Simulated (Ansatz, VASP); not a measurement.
# One calculation of SiW3, two programs

Contents of INCAR:

```
SYSTEM = SiW3
  PREC = Accurate
  ENCUT = 520
  EDIFF = 1E-7
  ISMEAR = -1
  SIGMA = 0.1
  LREAL = .FALSE.
  LASPH = .TRUE.
  NELM = 60
  ALGO = Normal
  ISIF = 2
  LWAVE = .FALSE.
  LCHARG = .FALSE.
  GGA = PE
  NBANDS = 31
```

File KPOINTS:

```
Automatic mesh
0
G
  6 6 6
  0 0 0
```

File POSCAR:

```
SiW3
1.0
   -2.6061750000      2.6061750000      2.6061750000
    2.6061750000     -2.6061750000      2.6061750000
    2.6061750000      2.6061750000     -2.6061750000
Si W
1 3
Direct
    0.0000000000      0.0000000000      0.0000000000
    0.5000000000      0.5000000000      0.0000000000
    0.5000000000      0.0000000000      0.5000000000
    0.0000000000      0.5000000000      0.5000000000
```

Input for Ansatz:

```yaml
crystal:
  lattice:
    - [-2.606175, 2.606175, 2.606175]
    - [2.606175, -2.606175, 2.606175]
    - [2.606175, 2.606175, -2.606175]
  atoms:
    - { symbol: Si, position: [0.0, 0.0, 0.0] }
    - { symbol: W, position: [0.5, 0.5, 0.0] }
    - { symbol: W, position: [0.5, 0.0, 0.5] }
    - { symbol: W, position: [0.0, 0.5, 0.5] }
kpoints:
  mp_grid:
    grid: [6, 6, 6]
hamiltonian:
  xc: pbe
  pseudopotentials:
    kind: paw
scf:
  convergence:
    dr2_threshold: 1.0e-08
  occupations:
    method: fermi_dirac
    width: 0.1
output:
  stress: true
```

The cell comes from a database or a generator and needn't be the stable form of this composition.

Alike in both runs: task single point; functional PBE; k mesh 6 × 6 × 6; occupations fermi-dirac, width 0.1 eV; no spin polarisation.

|  | VASP | Ansatz |
| --- | --- | --- |
| version | VASP 6.6.1 | Ansatz 0.2.0 |
| potentials or method | VASP PAW PBE potentials, release 64 (Si, W_sv) | plane waves, PAW |
| plane-wave cutoff (eV) | 520 | 420 |
| valence electrons in the cell | 46 | 46 |

Ansatz gave:

```
pressure (GPa) : 0.4
```

Q: Estimate VASP's values.

A: Pressure (GPa): 0.8.

The functional is the same, so the differences come from potentials, cutoffs and numerics. Ansatz warned: «stress_scf_threshold_loose».

The runs have no spin-orbit coupling, so splittings on W are missing.
